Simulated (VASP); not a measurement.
A run of VASP 6.6.1:

INCAR

```
SYSTEM = CoSi
PREC = Accurate
ENCUT = 600
EDIFF = 1E-6
ISMEAR = 1
SIGMA = 0.1
LREAL = .False.
LASPH = .True.
NELM = 80
ALGO = Normal
ISIF = 3
LWAVE = .False.
LCHARG = .False.
GGA = PE
IBRION = 2
NSW = 90
EDIFFG = -0.01
KPAR = 4
```

The input KPOINTS:

```
regular mesh
0
Gamma
  8 8 8
  0 0 0
```

File POSCAR:

```
CoSi
1.0
    4.4380000000      0.0000000000      0.0000000000
    0.0000000000      4.4380000000      0.0000000000
    0.0000000000      0.0000000000      4.4380000000
Co Si
4 4
Direct
    0.1400000000      0.1400000000      0.1400000000
    0.3600000000      0.8600000000      0.6400000000
    0.6400000000      0.3600000000      0.8600000000
    0.8600000000      0.6400000000      0.3600000000
    0.8430000000      0.8430000000      0.8430000000
    0.6570000000      0.1570000000      0.3430000000
    0.3430000000      0.6570000000      0.1570000000
    0.1570000000      0.3430000000      0.6570000000
```

Potentials or basis: VASP PAW PBE potentials, release 64 (Co, Si).

The run is started by

```bash
$ cat potpaw_PBE.64/Co/POTCAR potpaw_PBE.64/Si/POTCAR > POTCAR
$ mpirun -np 4 vasp_std > vasp.out
```

Hardware: 4 MPI ranks on AMD EPYC 7R43 64-Core Processor (Zen 3), on a shared host.

Task: Estimate the wall time of this run.

Result: Wall time 4.7 min on 4 MPI ranks on AMD EPYC 7R43 64-Core Processor (Zen 3), with other jobs on the host, peak memory 0.25 GiB a rank. Counts: scf iterations 53, k points 45, ion steps 7.
